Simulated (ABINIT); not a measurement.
A run of ABINIT 10.8.3 (patched build) is set up as follows.

The input run.abi:

```
# Pseudopotentials
pp_dirpath "./"
pseudos "Ge.upf"

# Structure
acell 7.5543424031 7.5543424033 12.4710169184
rprim
     1.0000000000     0.0000000000     0.0000000000
    -0.5000000000     0.8660254038     0.0000000000
     0.0000000000     0.0000000000     1.0000000000
ntypat 1
znucl 32
natom 4
typat 1 1 1 1
xred
     0.3333333333     0.6666666667     0.9370987500
     0.6666666667     0.3333333333     0.4370987500
     0.3333333333     0.6666666667     0.5629012500
     0.6666666667     0.3333333333     0.0629012500

# Plane-wave basis
ecut 35.0

# k points
kptopt 1
ngkpt 6 6 3
nshiftk 1
shiftk 0.0 0.0 0.0

# Exchange and correlation
ixc -116133

# Bands and occupations
nband 34
occopt 3
tsmear 0.05 eV

# SCF cycle
nstep 100
tolvrs 1.0e-10

# Output
iomode 3
prtwf 0
prtden 0
prteig 0
prtebands 0
enunit 2
```

Potentials or basis: PseudoDojo NC SR PBEsol v0.4.1 standard.

The run is started by

```bash
$ abinit run.abi > log 2>&1
```

**Question.** What does it give for the band gap on the k mesh?

**Answer.** 0.17 eV, direct.

**Question.** Predict the pressure.

**Answer.** -1.8 GPa.

**Question.** Estimate the largest force.

**Answer.** 0.021 eV/Å.

Forces in eV/Å, atoms in the order of the input:
```
Ge   0.000  0.000 -0.021
Ge   0.000  0.000 -0.021
Ge   0.000  0.000  0.021
Ge   0.000  0.000  0.021
```

Caveat: an odd mesh through Γ misses points on the zone boundary, where band edges often lie.
